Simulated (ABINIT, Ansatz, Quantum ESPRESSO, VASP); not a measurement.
# InPd: 4 runs at one level of theory

```
In Pd
1.0
     0.00000    2.74607    2.74607
     2.74607    0.00000    2.74607
     2.74607    2.74607    0.00000
In Pd
1 1
Direct
  0.99542 0.99723 0.99195
  0.50340 0.50104 0.50588
```

The cell comes from a database or a generator and needn't be the stable form of this composition.

Atoms were shifted at random by some hundredths of an Å from the given cell, which wasn't relaxed again for these runs.

Alike in all runs: task single point; functional PBE; k mesh 8 × 8 × 8; occupations fermi-dirac, width 0.05 eV; no spin polarisation; no spin-orbit coupling. Pressure is positive in compression and, in plane waves, holds the error of the finite cutoff, which Ansatz's Pulay term estimates and takes out.

```
                   program and potentials  plane-wave cutoff (eV)                                                                        notes  band gap (eV)  pressure (GPa)  largest force (eV/Å)  energy over the undisturbed cell (meV/atom)
                 ABINIT, JTH PAW PBE v2.0                     599                                    15.5 valence electrons an atom on average         no gap            0.35                 0.385                                         8.14
Quantum ESPRESSO, SSSP 1.3 efficiency PBE                     816                                    15.5 valence electrons an atom on average         no gap            0.43                 0.393                                         8.22
    Ansatz, Ansatz PAW (earlier soft set)                     420  15.5 valence electrons an atom on average; Pulay term of +0.04 GPa included         no gap            0.44                 0.387                                         8.10
     VASP, PBE PAW files In_d, Pd, 520 eV                     520                                    11.5 valence electrons an atom on average         no gap            0.50                 0.391                                            -
```

Force on atom 1 (In), eV/Å:

| program and potentials | x | y | z |
| --- | --- | --- | --- |
| ABINIT, JTH PAW PBE v2.0 | 0.223 | 0.276 | 0.148 |
| Quantum ESPRESSO, SSSP 1.3 efficiency PBE | 0.227 | 0.283 | 0.150 |
| Ansatz, Ansatz PAW (earlier soft set) | 0.224 | 0.279 | 0.148 |
| VASP, PBE PAW files In_d, Pd, 520 eV | 0.226 | 0.282 | 0.149 |

None finds a gap. The pressure spans 0.35 (ABINIT, JTH PAW PBE v2.0) to 0.50 GPa (VASP, PBE PAW files In_d, Pd, 520 eV).

The functional is the same throughout but for its coding, so the spread measures potentials, basis and numerics; runs on potential files found faulty are left out.

All four runs describe a metal, as they must without spin polarisation: the primitive cell holds an odd number of electrons, so at least one band is partly filled. The states at the Fermi level are probably In s and p mixed with Pd d, the Pd d shell itself being largely filled.

The underlying arrangement is rocksalt, whereas InPd is known to crystallise in the CsCl type. The small positive pressures place this cell slightly below its equilibrium volume, but say nothing of its energy against that denser-packed structure. The force on In points back against its displacement relative to Pd, and its size accounts for the energy rise as a nearly harmonic one. The lattice therefore resists this relative shift of the two sublattices, though shear and shorter-wavelength distortions remain untested.

Forces and energies agree closely between the programs. The pressure varies relatively more, but the smaller valence set alone can't explain this, since the runs with equal electron counts also differ.
